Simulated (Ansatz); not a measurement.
# Symmetry broken, then relaxed in HfN

The calculation used DFT PBEsol, scalar-relativistic, plane waves, PAW in Ansatz 0.2.0. The runs took a 420 eV cutoff, a Γ-centred 10×10×8 mesh and Gaussian smearing (0.15 eV). Spin–orbit coupling is left out, which can shift energies with elements as heavy as these. No spin polarisation. Energies are free energies at this smearing, counted from the undisturbed cell; pressure is positive in compression.

The undisturbed cell (relaxed at this level; this zinc-blende form isn't the usual structure):

```
Hf N
1.0
     0.00000   -2.43353   -2.43353
     0.00000    2.43353   -2.43353
     4.86707    0.00000    0.00000
Hf N
2 2
Direct
  0.50000 0.50000 0.50000
  0.00000 0.00000 0.00000
  0.00000 0.50000 0.25000
  0.50000 0.00000 0.75000
```

The atoms are displaced (Å, in the unstrained cell):

| atom | ux | uy | uz |
| --- | --- | --- | --- |
| Hf1 | -0.174 | 0.012 | 0.050 |
| Hf2 | 0.405 | -0.164 | -0.349 |
| N3 | 0.093 | 0.101 | 0.364 |
| N4 | -0.324 | 0.051 | -0.065 |

The cell is strained by (0.0025, -0.0637, 0.0254, 0.2264, -0.2719, -0.0332) (xx, yy, zz, yz, xz, xy; engineering shear). Cell and atoms are then relaxed.

Problem. Does the relaxation return to the undisturbed structure?

Solution. Yes (up to a choice of domain or origin): same space group and volume, and an energy 0.0 meV/atom from it. The disturbance itself cost 2391.3 meV/atom. The final space group reads F-43m (tolerance 0.05 Å) and the volume changes by -0.01 %.

Final structure:

```yaml
crystal:
  lattice:
    - [-0.00027, -2.43619, -2.43635]
    - [0.00026, 2.43510, -2.43525]
    - [4.85807, 0.00039, -0.00185]
  atoms:
    - { symbol: Hf, position: [0.49999, 0.50005, 0.49996] }
    - { symbol: Hf, position: [0.99999, 0.00005, 0.99996] }
    - { symbol: N, position: [0.00001, 0.49995, 0.25004] }
    - { symbol: N, position: [0.50001, 0.99995, 0.75004] }
```

The relaxation, step by step (energy from the first step; small jumps at an unchanged geometry come where the plane waves are selected anew for the new cell):

```
step  ΔE (meV/atom) largest force component (eV/Å) pressure (GPa)
   1            0.0                          17.800           89.22
   2        -1391.1                           6.081           33.86
   3        -1876.3                           2.928            9.49
   4        -2047.8                           1.407            0.28
   5        -2126.1                           1.164            0.17
   6        -2273.4                           1.388            0.40
   7        -2360.2                           0.032           -0.16
   8        -2361.9                           0.012            0.15
   9        -2361.9                           0.015           -0.05
  10        -2361.9                           0.000            0.00
  11        -2388.4                           0.007            1.33
  12        -2391.0                           0.003            0.34
  13        -2391.0                           0.001           -0.30
  14        -2391.0                           0.000            0.01
  15        -2391.3                           0.000            0.02
```

Frames along the relaxation (Å, eV/Å):

```xyz
4
Lattice="0.371 -2.554 -2.771 0.291 2.003 -2.220 4.879 -0.081 -0.662" Properties=species:S:1:pos:R:3:forces:R:3 pbc="T T T" step=1
Hf    2.589   -0.296   -2.750   -1.670   17.801   -0.266
Hf    0.456   -0.199   -0.431   -9.564   -7.504    1.944
N     1.408    1.116   -0.904    0.652   -1.543  -10.627
N     3.528   -1.292   -1.899   10.582   -8.753    8.948
4
Lattice="0.356 -2.602 -2.803 0.282 2.111 -2.310 5.017 -0.068 -0.637" Properties=species:S:1:pos:R:3:forces:R:3 pbc="T T T" step=2
Hf    2.686   -0.197   -2.788   -0.975    6.081   -0.725
Hf    0.342   -0.215   -0.427   -3.823   -2.121    1.587
N     1.446    1.144   -1.018    0.717   -0.657   -5.117
N     3.689   -1.325   -1.834    4.080   -3.303    4.255
4
Lattice="0.334 -2.581 -2.755 0.247 2.206 -2.376 5.137 -0.073 -0.565" Properties=species:S:1:pos:R:3:forces:R:3 pbc="T T T" step=3
Hf    2.742   -0.160   -2.782   -0.759    2.428   -0.072
Hf    0.235   -0.145   -0.364   -0.076   -0.586    1.293
N     1.510    1.123   -1.176   -0.220   -0.702   -2.928
N     3.799   -1.302   -1.656    1.054   -1.141    1.707
4
Lattice="0.240 -2.500 -2.663 0.197 2.304 -2.449 5.156 -0.019 -0.422" Properties=species:S:1:pos:R:3:forces:R:3 pbc="T T T" step=4
Hf    2.673   -0.062   -2.729    0.308    0.733    0.306
Hf    0.217   -0.130   -0.306    0.708    0.123    0.770
N     1.515    1.127   -1.293   -0.898   -0.327   -1.407
N     3.766   -1.159   -1.416   -0.119   -0.530    0.331
4
Lattice="0.153 -2.471 -2.540 0.137 2.357 -2.419 5.091 0.003 -0.269" Properties=species:S:1:pos:R:3:forces:R:3 pbc="T T T" step=5
Hf    2.602   -0.030   -2.582    0.498    0.480    0.194
Hf    0.167   -0.090   -0.224   -0.075    0.567    1.164
N     1.427    1.172   -1.259   -0.672   -0.304   -0.933
N     3.732   -1.162   -1.298    0.249   -0.743   -0.425
4
Lattice="0.046 -2.428 -2.466 0.088 2.384 -2.411 4.958 0.054 -0.127" Properties=species:S:1:pos:R:3:forces:R:3 pbc="T T T" step=6
Hf    2.500    0.003   -2.496    0.576    0.249    0.102
Hf    0.074   -0.021   -0.115   -0.755    0.752    1.388
N     1.329    1.200   -1.236   -0.544   -0.126   -0.444
N     3.669   -1.144   -1.220    0.723   -0.875   -1.046
4
Lattice="0.004 -2.464 -2.454 0.018 2.427 -2.420 4.806 0.012 -0.032" Properties=species:S:1:pos:R:3:forces:R:3 pbc="T T T" step=7
Hf    2.407   -0.008   -2.454    0.021   -0.001   -0.002
Hf   -0.006    0.005   -0.004    0.004   -0.016    0.032
N     1.217    1.212   -1.216   -0.017    0.017   -0.016
N     3.613   -1.227   -1.248   -0.008    0.000   -0.014
4
Lattice="0.010 -2.441 -2.451 0.027 2.397 -2.406 4.873 0.017 -0.037" Properties=species:S:1:pos:R:3:forces:R:3 pbc="T T T" step=8
Hf    2.447   -0.007   -2.450   -0.012    0.004   -0.002
Hf   -0.007    0.006   -0.003   -0.011    0.007   -0.004
N     1.239    1.197   -1.210    0.012   -0.007    0.004
N     3.667   -1.214   -1.250    0.011   -0.004    0.002
4
Lattice="0.009 -2.444 -2.449 0.025 2.406 -2.411 4.861 0.016 -0.035" Properties=species:S:1:pos:R:3:forces:R:3 pbc="T T T" step=9
Hf    2.441   -0.006   -2.450   -0.015    0.009   -0.002
Hf   -0.006    0.006   -0.003   -0.015    0.008   -0.002
N     1.234    1.201   -1.212    0.014   -0.008    0.001
N     3.657   -1.216   -1.249    0.014   -0.009    0.002
4
Lattice="0.010 -2.445 -2.450 0.026 2.404 -2.409 4.861 0.016 -0.037" Properties=species:S:1:pos:R:3:forces:R:3 pbc="T T T" step=10
Hf    2.441   -0.006   -2.451    0.000    0.000    0.000
Hf   -0.007    0.006   -0.003    0.000    0.000    0.000
N     1.236    1.200   -1.211    0.000    0.000    0.000
N     3.658   -1.217   -1.251    0.000    0.000    0.000
4
Lattice="0.010 -2.445 -2.450 0.026 2.404 -2.409 4.861 0.016 -0.037" Properties=species:S:1:pos:R:3:forces:R:3 pbc="T T T" step=11
Hf    2.441   -0.006   -2.451   -0.006    0.007   -0.007
Hf   -0.007    0.006   -0.003   -0.006    0.007   -0.007
N     1.236    1.200   -1.211    0.006   -0.007    0.007
N     3.658   -1.217   -1.251    0.006   -0.007    0.007
4
Lattice="0.001 -2.438 -2.438 0.004 2.430 -2.430 4.857 0.004 -0.007" Properties=species:S:1:pos:R:3:forces:R:3 pbc="T T T" step=12
Hf    2.430   -0.001   -2.438    0.003    0.001    0.000
Hf   -0.001    0.001   -0.001    0.003    0.001    0.000
N     1.218    1.215   -1.216   -0.003   -0.001    0.000
N     3.645   -1.217   -1.223   -0.003   -0.001    0.000
4
Lattice="0.000 -2.437 -2.437 0.000 2.437 -2.437 4.861 0.000 -0.001" Properties=species:S:1:pos:R:3:forces:R:3 pbc="T T T" step=13
Hf    2.430    0.000   -2.438    0.000    0.000    0.000
Hf    0.000    0.000    0.000    0.000    0.000    0.000
N     1.215    1.218   -1.219   -0.001    0.000    0.000
N     3.645   -1.219   -1.219   -0.001    0.000    0.000
4
Lattice="0.000 -2.436 -2.436 0.000 2.435 -2.435 4.858 0.000 -0.002" Properties=species:S:1:pos:R:3:forces:R:3 pbc="T T T" step=14
Hf    2.429    0.000   -2.437    0.000    0.000    0.000
Hf    0.000    0.000    0.000    0.000    0.000    0.000
N     1.215    1.218   -1.218    0.000    0.000    0.000
N     3.644   -1.218   -1.219    0.000    0.000    0.000
4
Lattice="0.000 -2.436 -2.436 0.000 2.435 -2.435 4.858 0.000 -0.002" Properties=species:S:1:pos:R:3:forces:R:3 pbc="T T T" step=15
Hf    2.429    0.000   -2.437    0.000    0.000    0.000
Hf    0.000    0.000    0.000    0.000    0.000    0.000
N     1.215    1.218   -1.218    0.000    0.000    0.000
N     3.644   -1.218   -1.219    0.000    0.000    0.000
```

Cost: 3 runs of about 19 core-minutes in all, on Oxide Virtual Turin-like Processor (Zen 5) (shared hosts).